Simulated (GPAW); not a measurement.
Write an ASE script for GPAW 26.7.0 that does the following.

```
Task                : relaxation of cell and atoms
Functional          : PBEsol
Dispersion          : D3(BJ)
Potentials or basis : PAW data sets generated in the run's folder for this functional
Cutoff              : 600 eV
Basis               : pw
k mesh              : 10 × 10 × 6
Occupations         : fermi-dirac, width 0.05 eV
Spin                : no spin polarisation
Maxiter             : 150
Optimizer           : BFGS
Fmax                : 0.02 eV/Å
Max steps           : 60
Convergence         : density=1e-05 forces=0.0001
```

Cu:

```
Cu
1.0
     2.53410    0.00000    0.00000
    -1.26705    2.19459    0.00000
     0.00000    0.00000    4.11257
Cu
2
Cartesian
  1.2670 0.7315 3.0844
  0.0000 1.4631 1.0281
```

This isn't the form of Cu at room conditions, which is fcc.

These files were run (other wordings do the same):

run.py

```python
from ase import Atoms
from ase.calculators.mixing import SumCalculator
from ase.filters import FrechetCellFilter
from ase.io import write
from ase.optimize import BFGS
from dftd3.ase import DFTD3
from gpaw import GPAW, PW, setup_paths

setup_paths.insert(0, '.')

atoms = Atoms(['Cu', 'Cu'],
              cell=[[2.5340966698, 0.0, 0.0],
                    [-1.2670483349, 2.1945920917, 0.0],
                    [0.0, 0.0, 4.112571]],
              scaled_positions=[[0.6666666667, 0.3333333333, 0.75],
                                [0.3333333333, 0.6666666667, 0.25]],
              pbc=True)

calc = GPAW(mode=PW(600),
            xc='PBEsol',
            kpts={'size': (10, 10, 6), 'gamma': True},
            occupations={'name': 'fermi-dirac', 'width': 0.05},
            nbands=23,
            convergence={'density': 1e-05, 'forces': 0.0001},
            maxiter=150,
            txt='gpaw.txt')
atoms.calc = SumCalculator([calc, DFTD3(method='pbesol', damping='d3bj')])
opt = BFGS(FrechetCellFilter(atoms), trajectory='relax.traj', logfile='-')
done = opt.run(fmax=0.02, steps=60)
calc.write('gs.gpw')
write('result.traj', atoms)
print('Converged:', done)
print('Cell:', atoms.cell.cellpar().round(4))
print('Volume:', round(atoms.get_volume(), 4))
print(atoms.get_scaled_positions().round(5))
```

Potentials or basis: PAW data sets generated in the run's folder for this functional, pw.

The run is started by

```sh
$ gpaw-setup -f PBEsol Cu
$ OMP_NUM_THREADS=1 python run.py
```

Results of the run:

```
Relaxed volume                         : 10.97 Å³/atom
Relaxed cell                           : a = 2.500 Å, b = 2.500 Å, c = 4.055 Å, α = 90.00°, β = 90.00°, γ = 120.00°
Space group after relaxing (to 0.05 Å) : P6_3/mmc (No. 194)
Energy gained by relaxing              : 9.9 meV/atom
Ionic steps                            : 4
Pressure after relaxing                : 0.0 GPa
Band gap on the k mesh                 : none (metal or under the smearing width)
Dispersion energy per atom             : -0.564 eV
```

Caveat: with this Cu data set, volumes or pressures lay over 1.5 % or 2 GPa off other programs in two to four cells of ten; later steps reuse the first step's grids; pairwise dispersion overbinds metals, which lowers pressure and volume.

It took 66 s on 1 thread of Arm Neoverse V2 (shared host), peak memory 0.21 GiB.
